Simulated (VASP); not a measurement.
Input of a VASP 6.6.1 run:

File INCAR:

```
  ALGO = Fast
  DIPOL = 0.5 0.5 0.446
  EDIFF = 1E-7
  ENCUT = 520
  GGA = PE
  IDIPOL = 3
  ISIF = 2
  ISMEAR = 0
  IVDW = 12
  LASPH = True
  LCHARG = False
  LDIPOL = True
  LREAL = False
  LWAVE = False
  NBANDS = 11
  NELM = 100
  PREC = Accurate
  SIGMA = 0.1
```

File KPOINTS:

```
k-points
0
Gamma
  15 15 1
```

Contents of POSCAR:

```
C
1.0
    2.4869393859      0.0000000000      0.0000000000
   -1.2434696929      2.1537526858      0.0000000000
    0.0000000000      0.0000000000     17.5000000000
C
2
Direct
    0.3333333333      0.6666666667      0.4457142857
    0.0000000000      1.0000000000      0.4457142857
```

Potentials or basis: VASP PAW PBE potentials, release 64 (C).

Run with:

```sh
$ cat potpaw_PBE.64/C/POTCAR > POTCAR
$ mpirun -np 1 vasp_std > vasp.out
```

(1) Predict the band gap on the k mesh.

(2) Predict the dispersion energy per atom.

## Answers

(1) none (metal or under the smearing width).

(2) -0.088 eV.
